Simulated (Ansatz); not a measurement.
From three elastic constants to directional properties of LiH

Theory: DFT PBE, scalar-relativistic, plane waves, PAW in Ansatz 0.2.0. Settings: 420 eV plane-wave cutoff, Γ-centred 10×10×10 mesh, fixed occupations. No spin polarisation.

Relaxed structure:
```
CELL_PARAMETERS angstrom
0.00000 2.00340 2.00340
2.00340 0.00000 2.00340
2.00340 2.00340 0.00000
ATOMIC_POSITIONS crystal
Li 0.00000 0.00000 0.00000
H 0.50000 0.50000 0.50000
```

With ions relaxed, on the cubic axes: C11 = 83.2, C12 = 13.0, C44 = 48.7 GPa. The density is 0.821 g/cm³.

Question: Is the crystal stable against strain, and how anisotropic is it?

Answer: Born's conditions hold: C11 + 2C12 = 109.2, C11 − C12 = 70.2 and C44 = 48.7 GPa are all positive. B = (C11 + 2C12)/3 = 36.4 GPa. The two shear moduli are C44 and C′ = (C11 − C12)/2 = 35.1 GPa, so Zener's ratio is A = C44/C′ = 1.39: the tetragonal shear C′ is the soft one, as in many fcc and bcc metals and zincblende crystals. The Cauchy pressure C12 − C44 is -35.7 GPa; it would vanish for pair forces between atoms on inversion centres at zero pressure, and a negative value is usual with directional bonding, though many-body forces give one in some ionic oxides too.

Question: Give the sound speeds along the three symmetry directions.

Answer: The Christoffel equation gives ρv² for each branch:
| direction | branch | ρv² | GPa | v (m/s) |
| --- | --- | --- | --- | --- |
| [100] | L | C11 | 83.2 | 10070 |
| [100] | T (×2) | C44 | 48.7 | 7706 |
| [110] | L | (C11 + C12 + 2C44)/2 | 96.8 | 10862 |
| [110] | T, u ∥ [001] | C44 | 48.7 | 7706 |
| [110] | T, u ∥ [1-10] | (C11 − C12)/2 | 35.1 | 6541 |
| [111] | L | (C11 + 2C12 + 4C44)/3 | 101.4 | 11114 |
| [111] | T (×2) | (C11 − C12 + C44)/3 | 39.7 | 6951 |

Question: How does Young's modulus depend on direction?

Answer: Inverting gives S11 = 12.545, S12 = -1.694, S44 = 20.521 TPa⁻¹. Along a unit vector (l, m, n), 1/E = S11 − 2(S11 − S12 − S44/2)(l²m² + m²n² + n²l²), where the last bracket is 0, 1/4 and 1/3 for [100], [110] and [111]: E = 80, 95 and 101 GPa. With A > 1 the body diagonal is stiffest. For a film on (001), the biaxial modulus is C11 + C12 − 2C12²/C11 = 92 GPa and the normal strain is −2C12/C11 = -0.31 times the in-plane one.

Cost: 2 runs of about 0.3 core-minutes in all, on Intel Xeon Platinum 8259CL (Skylake/Cascade Lake) (shared hosts).